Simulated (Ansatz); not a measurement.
## Ga in Ansatz: the effect of functional

Crystal: Ga.

```
Ga
1.0
     1.43040   -4.01006    0.00000
     1.43040    4.01006    0.00000
     0.00000    0.00000    3.12716
Ga
2
Direct
  0.13300 0.86700 0.75000
  0.86700 0.13300 0.25000
```

This isn't the form of Ga at room conditions, which is orthorhombic.

The cell isn't the ideal one: volume scaled by 0.96.

Alike in all runs:

* Program: Ansatz 0.2.0
* Task: single point
* Potentials or basis: Ansatz PAW
* k mesh: 10 × 10 × 8
* Occupations: fermi-dirac, width 0.05 eV
* Spin: no spin polarisation

```tsv
functional	cutoff	pressure (GPa)	largest force (eV/Å)
LDA	420 eV (not typed: the program's choice for these potentials)	?	?
PBEsol	420 eV (not typed: the program's choice for these potentials)	0.2	0.23
r2SCAN	500 eV (not typed: the program's choice for these potentials)	0.7	0.26
```

Q: What does the run with functional LDA give?

A: Pressure -2.0 GPa; largest force 0.22 eV/Å.

Caveats: the PAW data sets come from PBE, with cores solved anew for the run's functional, which leaves a small shift of forces and pressure.
